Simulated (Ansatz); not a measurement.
# TaInSe3 (model cell, started as cubic perovskite with Ta in the octahedra): a soft mode frozen in, part 2 of 2

Which phase does TaInSe3 (model cell, started as cubic perovskite with Ta in the octahedra) fall into along its unstable mode, and how much energy does it gain?

Ansatz 0.2.0; DFT PBEsol, scalar-relativistic, plane waves, PAW.

So far, highest frequency on the path or at a solved wavevector (cm⁻¹): step 2 (response at finite wavevector) 300. Also lowest frequency on the path (cm⁻¹): step 2 -71.4.

The structure was built from a prototype and need not be the compound's stable phase.

## 6. Relaxation from the frozen mode

Starting from the lowest point found, all atoms and the cell are let go, so that strain and other modes of the same symmetry can join in.

Input file input.yaml:

```yaml
crystal:
  lattice:
    - [5.019252156, 0.0, 0.0]
    - [0.0, 5.019252156, 0.0]
    - [0.0, 0.0, 5.019252156]
  atoms:
    - { symbol: In, position: [0.0368086879, -0.0368086879, -0.0368086879] }
    - { symbol: Ta, position: [0.4951693956, 0.5048306044, 0.5048306044] }
    - { symbol: Se, position: [0.483706172, 0.516293828, 0.0098609935] }
    - { symbol: Se, position: [0.483706172, 0.0098609935, 0.516293828] }
    - { symbol: Se, position: [-0.0098609935, 0.516293828, 0.516293828] }
kpoints:
  mp_grid: { grid: [6, 6, 6] }
hamiltonian:
  xc: pbesol
scf:
  occupations: { method: methfessel_paxton, width: 0.15 }
output:
  forces: true
  stress: true
  eigenvalues: true
relax:
  adjacent_minimum: "off"
  f_tol: 0.002
  max_steps: 120
  cell: { stress_tol: 0.03 }
```

The run is started by

```sh
ansatz run input.yaml --threads 8 --pin off --max-ram 14336MiB --backend cpu --events-out ev --progress --plain --runs-dir out
```

Numbers of over 12 decimals in the logs are rounded to 6 here.

Output:

```text
[...]
Crystal: 5 atoms, lattice volume = 126.449 Å³
Basis set: ecut = 420 eV, 2517 PW (Γ), exchange–correlation on 72×72×72 points (8 copies of the dense FFT grid, shifted against one another)
Bands: 45, of which v1, the nominal top of the filled ones, is band 37 counted from 1 (36 counted from 0)
Symmetry: 6 space group operations
[...]
k-points: 32 of 216 (time reversal used)
[...]
SCF iter   1: F=—  HF=-31606.309077 eV  |F-HF|=—  |Δ(HF+E_count)|=         —  Δρ=3.82e-3  dr2=3.43e-2  ethr=1.77e-3  ⟨swp⟩=6.7  Hψ=5292  notcnv=0
[...]
SCF iter   7: F=-31606.300530 eV  HF=-31606.300530 eV  |F-HF|=1.06e-8  |Δ(HF+E_count)|=   6.71e-7  S|Δr|=    0.00e0  Δρ=6.12e-6  dr2=6.66e-8  ethr=1.35e-10  ⟨swp⟩=7.6  Hψ=6899  notcnv=0
SCF 1 converged in 7 iterations: F = -31606.300530 eV  dr2 = 6.66e-8
[...]
relax step   1: F+E_penalty+E_count = -31606.30053017 eV  Δ(F+E_penalty+E_count) = +0.000e0 eV  max|allowed force component| = 1.958e-2 eV/Å  Δτ_max = 0.0000 Å  P = +0.511 GPa  Ω = 126.449 Å³  (7 SCF iters, dr2 threshold 1.00e-7 eV, accepted)
Crystal: 5 atoms, lattice volume = 127.713 Å³
[...]
SCF iter   6: F=-31606.302087 eV  HF=-31606.302087 eV  |F-HF|=3.54e-8  |Δ(HF+E_count)|=   4.32e-8  S|Δr|=    0.00e0  Δρ=6.47e-6  dr2=8.83e-8  ethr=6.76e-10  ⟨swp⟩=5.2  Hψ=5925  notcnv=0
SCF 2 converged in 6 iterations: F = -31606.302087 eV  dr2 = 8.83e-8
[...]
relax step   2: F+E_penalty+E_count = -31606.30208687 eV  Δ(F+E_penalty+E_count) = -1.557e-3 eV  max|allowed force component| = 2.539e-2 eV/Å  Δτ_max = 0.0078 Å  P = -0.251 GPa  Ω = 127.713 Å³  energy of the carried Pulay correction = -2.011e-4 eV  (6 SCF iters, dr2 threshold 5.00e-7 eV, accepted)
Crystal: 5 atoms, lattice volume = 127.338 Å³
[...]
SCF iter   5: F=-31606.302560 eV  HF=-31606.302560 eV  |F-HF|=3.64e-9  |Δ(HF+E_count)|=   1.69e-7  S|Δr|=    0.00e0  Δρ=5.15e-6  dr2=3.82e-8  ethr=2.49e-10  ⟨swp⟩=4.4  Hψ=5252  notcnv=0
SCF 3 converged in 5 iterations: F = -31606.302560 eV  dr2 = 3.82e-8
relax step   3: F+E_penalty+E_count = -31606.30256005 eV  Δ(F+E_penalty+E_count) = -4.732e-4 eV  max|allowed force component| = 1.778e-2 eV/Å  Δτ_max = 0.0014 Å  P = -0.030 GPa  Ω = 127.338 Å³  energy of the carried Pulay correction = -1.417e-4 eV  (5 SCF iters, dr2 threshold 1.84e-7 eV, accepted)
[...]
relax step   4: F+E_penalty+E_count = -31606.30277816 eV  Δ(F+E_penalty+E_count) = -2.181e-4 eV  max|allowed force component| = 2.005e-3 eV/Å  Δτ_max = 0.0108 Å  P = +0.000 GPa  Ω = 127.261 Å³  energy of the carried Pulay correction = -1.293e-4 eV  (6 SCF iters, dr2 threshold 1.98e-8 eV, accepted)
[...]
relax step   5: F+E_penalty+E_count = -31606.30277965 eV  Δ(F+E_penalty+E_count) = -1.496e-6 eV  max|allowed force component| = 3.082e-4 eV/Å  Δτ_max = 0.0010 Å  P = -0.001 GPa  Ω = 127.262 Å³  energy of the carried Pulay correction = -1.296e-4 eV  (6 SCF iters, dr2 threshold 2.51e-10 eV, accepted)
[...]
SCF iter   6: F=-31606.302911 eV  HF=-31606.302911 eV  |F-HF|=3.64e-12  |Δ(HF+E_count)|=  5.46e-11  S|Δr|=    0.00e0  Δρ=4.39e-8  dr2=4.40e-12  ethr=1.00e-12  ⟨swp⟩=5.9  Hψ=5777  notcnv=0
SCF 6 converged in 6 iterations: F = -31606.302911 eV  dr2 = 4.40e-12
relax step   6: F+E_penalty+E_count = -31606.30291098 eV  Δ(F+E_penalty+E_count) = -1.313e-4 eV  max|allowed force component| = 3.107e-4 eV/Å  Δτ_max = 0.0000 Å  P = -0.000 GPa  Ω = 127.262 Å³  stress off target by 7.01e-4 GPa  SCF on the basis re-selected at this cell (its energy is not comparable with the rows above)  (6 SCF iters)
basis re-selected at this cell: Δ(F+E_penalty+E_count) = -1.313e-4 eV, ΔP = +0.000 GPa vs the last step (what re-selecting the basis moved, of the pressure what is left beyond the Pulay correction that the steps carried, after the strain that the cell walked since its last selection, with what the two solves' SCF thresholds leave and, on support functions, any second-order correction that the steps lacked; it is no m [...]
SCF converged after 6 iterations
[...]
Free energy (F): -31606.302911 eV
[...]
Internal energy: -31606.308865 eV  (E = F + TS)
E sigma→0 (E₀):  -31606.304399 eV
Entropy (-TS):   0.005954 eV (1.191 meV/atom)
Fermi energy:    8.985107 eV
[...]
--- Forces (eV/Å), atoms counted from 1 ---
  atom   1  In     0.00009590    -0.00009590    -0.00009590
  atom   2  Ta     0.00003570    -0.00003570    -0.00003570
  atom   3  Se     0.00008952    -0.00008952     0.00031065
  atom   4  Se     0.00008952     0.00031065    -0.00008952
  atom   5  Se    -0.00031065    -0.00008952    -0.00008952
  max |Σ_I F_I| component: 9.45e-9 eV/Å
--- Stress (GPa, compression-positive) ---
       -0.000481      -0.000219      -0.000219
       -0.000219      -0.000481       0.000219
       -0.000219       0.000219      -0.000481
  P = ⅓ Tr σ = -0.0005 GPa (-0.005 kbar)
--- Band table (eV; the first three rows and the last of 32) ---
  k-point 0: bands = [... 33 lower, 7.7870, 8.0991, 8.1848, 8.1848, 8.3659, 8.3659, 8.4144, 10.5961, ... 4 higher]
  k-point 1: bands = [... 33 lower, 7.5546, 7.7039, 8.0584, 8.1060, 8.3703, 9.2910, 9.3552, 10.6061, ... 4 higher]
  k-point 2: bands = [... 33 lower, 7.2924, 7.9633, 8.1775, 8.3128, 8.4616, 10.3497, 10.4299, 10.6232, ... 4 higher]
  k-point 31: bands = [... 33 lower, 5.8286, 9.1796, 9.1796, 9.2423, 10.7078, 10.7078, 10.7269, 14.1713, ... 4 higher]
--- Relaxed structure (5 steps of the walk, 5 accepted, 1 SCFs on fresh bases) ---
  F+E_penalty+E_count = -31606.30291098 eV   max|allowed force component| = 3.107e-4 eV/Å   (the final SCF, on the basis selected at the relaxed cell)
  cell:  # Å, volume = 127.2622 Å³
    - [5.030014, -0.012630, -0.012630]
    - [-0.012630, 5.030014, 0.012630]
    - [-0.012630, 0.012630, 5.030014]
  atoms:
    - { symbol: In, position: [0.037737, -0.037737, -0.037737] }
    - { symbol: Ta, position: [0.492916, 0.507084, 0.507084] }
    - { symbol: Se, position: [0.484748, 0.515252, 0.010620] }
    - { symbol: Se, position: [0.484748, 0.010620, 0.515252] }
    - { symbol: Se, position: [-0.010620, 0.515252, 0.515252] }
```

Elapsed: 29 s, on 8 threads of Arm Neoverse N1, shared host; peak memory 0.65 GiB; 3.5 min of CPU time.

Relaxation path:

```tsv
step	energy less that of the first step (eV)	largest force component (eV/Å)	pressure (GPa)	volume (Å³)
1	0.0000	0.0196	0.51	126.45
2	-0.0016	0.0254	-0.25	127.71
3	-0.0020	0.0178	-0.03	127.34
4	-0.0022	0.0020	0.00	127.26
5	-0.0023	0.0003	0.00	127.26
6*	-0.0024	0.0003	0.00	127.26
```

Relaxation steps marked * repeat the geometry before them on a plane-wave basis chosen anew for their cell, so energy and pressure can jump there.

The run keeps the 6 symmetry operations that it works with, so distortions that break them were not tested.

```tsv
conventional cell, symmetrised	before	after	change
a (Å)	7.098	7.096	-0.0 %
b (Å)	7.098	7.096	-0.0 %
c (Å)	8.694	8.756	+0.7 %
volume (Å³/atom)	25.29	25.45	+0.6 %
```

The atoms that moved most (Å, as changes of fractional coordinates times the final cell):

```tsv
atom	dx	dy	dz	length
Ta2	-0.011	0.011	0.011	0.020
Se5	-0.004	-0.005	-0.005	0.008
Se4	0.005	0.004	-0.005	0.008
Se3	0.005	-0.005	0.004	0.008
In1	0.005	-0.005	-0.005	0.008
```

This step gave:

* pressure: -4.81e-4 GPa
* volume per atom: 25.45 Å³

The distorted start has space group R3m; the relaxation ends in R3m.

## 7. Modes of the new phase

A relaxed structure may still be a saddle point, so its zone-centre modes are computed. No field response is asked, since the mesh shows no gap.

Input file input.yaml:

```yaml
crystal:
  lattice:
    - [5.0300141183, -0.0126304168, -0.0126304168]
    - [-0.0126304168, 5.0300141183, 0.0126304168]
    - [-0.0126304168, 0.0126304168, 5.0300141183]
  atoms:
    - { symbol: In, position: [0.0377365973, -0.0377365973, -0.0377365973] }
    - { symbol: Ta, position: [0.4929164119, 0.5070835881, 0.5070835881] }
    - { symbol: Se, position: [0.4847482821, 0.5152517179, 0.0106201395] }
    - { symbol: Se, position: [0.4847482821, 0.0106201395, 0.5152517179] }
    - { symbol: Se, position: [-0.0106201395, 0.5152517179, 0.5152517179] }
kpoints:
  mp_grid: { grid: [6, 6, 6] }
hamiltonian:
  xc: pbesol
scf:
  occupations: { method: methfessel_paxton, width: 0.15 }
output:
  eigenvalues: true
phonons:
  method: dfpt
```

Output:

```text
[...]
Crystal: 5 atoms, lattice volume = 127.262 Å³
Basis set: ecut = 420 eV, 2517 PW (Γ), exchange–correlation on 72×72×72 points (8 copies of the dense FFT grid, shifted against one another)
Bands: 45, of which v1, the nominal top of the filled ones, is band 37 counted from 1 (36 counted from 0)
Symmetry: 6 space group operations
k-points: 112 of 216 (irreducible under 1 space group operation, time reversal used)
[...]
SCF iter   1: F=—  HF=-31606.311886 eV  |F-HF|=—  |Δ(HF+E_count)|=         —  Δρ=3.83e-3  dr2=3.59e-2  ethr=1.77e-3  ⟨swp⟩=6.4  Hψ=18258  notcnv=0
[...]
SCF iter  11: F=-31606.302911 eV  HF=-31606.302911 eV  |F-HF|=7.28e-12  |Δ(HF+E_count)|=  7.28e-12  S|Δr|=    0.00e0  Δρ=2.50e-8  dr2=8.15e-13  ethr=1.00e-12  ⟨swp⟩=9.6  Hψ=22721  notcnv=0
SCF 1 converged in 11 iterations: F = -31606.302911 eV  dr2 = 8.15e-13
[...]
DFPT response loops at Γ: preconditioner auto → Kerker (q_TF=auto, 2.493 Å⁻¹) (partly filled bands, converged f_vac=0.028); β = 1.00, the filter's whole step (`scf.mixing.beta` (0.50) is not read by the response loops under this deck's `scf.mixing.preconditioner`; to damp them name `kerker` or `kerker_dos`, under which they read `scf.mixing.beta`, and type it under 1.00, their step now; both keys bind the ground state too); Broyden in place of MSR1
SCF converged after 11 iterations
[...]
Free energy (F): -31606.302911 eV
[...]
Internal energy: -31606.308865 eV  (E = F + TS)
E sigma→0 (E₀):  -31606.304399 eV
Entropy (-TS):   0.005954 eV (1.191 meV/atom)
Fermi energy:    8.985106 eV
[...]
--- Band table (eV; the first three rows and the last of 112) ---
  k-point 0: bands = [... 33 lower, 7.7870, 8.0991, 8.1848, 8.1848, 8.3659, 8.3659, 8.4144, 10.5961, ... 4 higher]
  k-point 1: bands = [... 33 lower, 7.5546, 7.7039, 8.0584, 8.1060, 8.3703, 9.2910, 9.3552, 10.6061, ... 4 higher]
  k-point 2: bands = [... 33 lower, 7.2924, 7.9633, 8.1775, 8.3128, 8.4616, 10.3497, 10.4299, 10.6232, ... 4 higher]
  k-point 111: bands = [... 33 lower, 5.8286, 9.1796, 9.1796, 9.2423, 10.7078, 10.7078, 10.7269, 14.1713, ... 4 higher]
--- Phonons (Γ-DFPT): 4 representative perturbations + reference, on 112 of 216 k-points (Σ response iterations 12) ---
  k mesh reduced under 1 symmetry operation, with k and −k counted as one. Each operation leaves every solved perturbation unchanged. A smaller set is not used because it would not reduce the number of displacements times k-points to solve
  ASR residual: 1.435e-4 → 0.000e0 eV/Å²; symmetrization residual: 1.730e-5 eV/Å²
  ASR residual per site (eV/Å²): 2.85e-5 1.43e-4 1.31e-5 1.31e-5 1.31e-5
[...]
non-analytic LO–TO correction: not included (Born effective charges unavailable; polar crystals: no LO–TO splitting at Γ)
```

Wall time 93 s (8 threads); peak memory 2.3 GiB.

This step gave:

```yaml
sum_rule_residual_before_enforcement: 1.43e-4 eV/Å²
point_group: 3m
highest_optical_mode_at_the_zone_centre_no_lo_to_term: 222.6 cm⁻¹
lowest_optical_zone_centre_mode: 13.27 cm⁻¹
```

Patterns of degenerate modes are one choice out of their space. Modes at Γ, with each element's share of the kinetic energy:

```tsv
mode	frequency (cm⁻¹)	symmetry	In %	Ta %	Se %
1	0.0	acoustic	22	34	44
2	0.0	acoustic	22	34	44
3	0.0	acoustic	22	34	44
4	13.3	E	74	3	23
5	13.3	E	74	3	23
6	42.7	A1	76	18	6
7	56.0	E	3	53	45
8	56.0	E	3	53	45
9	59.2	A1	3	37	60
10	60.8	A2	0	0	100
11	69.2	E	2	0	98
12	69.2	E	2	0	98
13	219.3	E	0	10	90
14	219.3	E	0	10	90
15	222.6	A1	0	10	90
```

Displacements in mode 5 (13.3 cm⁻¹), the largest set to 1:
```
In1  0.18  1.00 -0.82
Ta2 -0.03 -0.15  0.13
Se3 -0.22 -0.36  0.22
Se4  0.07 -0.27  0.25
Se5 -0.05 -0.47  0.44
```

Displacements in mode 15 (222.6 cm⁻¹), the largest set to 1:
```
In1  0.00  0.00  0.00
Ta2 -0.24  0.24  0.24
Se3 -0.23  0.23 -1.00
Se4 -0.23 -1.00  0.23
Se5  1.00  0.23  0.23
```

Before it was imposed, the acoustic sum rule was missed by 1.4e-4 eV/Å². Small misses are needed for a sound result but don't prove that mesh and cutoff are converged. The lowest optical mode is real, 13.3 cm⁻¹.

## 8. Results

- unstable mode of the parent: q = (0, 0, 0), 31i cm⁻¹
- depth at the lowest point sampled: 2.26 meV/atom
- largest atomic shift at that point: 0.32 Å
- space group reached (within 0.01 Å): R3m
- energy gained over the parent (first relaxation, on the mesh of the frozen mode): 2.74 meV/atom
- volume per atom, phase reached: 25.5 Å³
- lowest optical zone-centre mode, phase reached: 13.3 cm⁻¹
- highest optical mode at the zone centre (no LO-TO term), phase reached: 223 cm⁻¹

What this shows: Along this mode the structure falls into R3m, 2.74 meV/atom below the parent. At the parent's cell the well is 2.261 meV/atom deep on the steps tried, with its lowest point at a shift of 0.32 Å. Relaxing atoms and cell changes the gain by +0.48 meV/atom against the lowest step (energies at zero smearing). The new phase has no imaginary mode at the zone centre of its cell; other wavevectors were not checked. Of the 7 patterns followed to their end from this parent, this one ends 139 meV/atom above the lowest, R-3c. Another end point lies within 1 meV/atom; how such a difference moves with mesh and cutoff was not tested. Each path keeps the symmetry of its pattern, so a lower phase may lie along a pattern not tried. With no gap, or one that is small against the smearing, the frequencies hang on the k mesh and the smearing, most of all near Kohn anomalies. An optical mode within 15 cm⁻¹ of zero is at the mercy of small errors in the force constants, and even its sign is uncertain. Spin-orbit coupling is left out, which can matter for the heavy elements here. The starting cell was built on a prototype and not taken from a measurement, so the phase need not exist.

[Logs are printed without paths, hosts, clocks, repeated set-up lines and the standing remarks that a program may print on its own settings, such as how far it seeks lower states.]

[Hosts, paths, dates, database ids (printed as entryN), source tags and the programs' standing remarks are cut or masked in the printed files.]
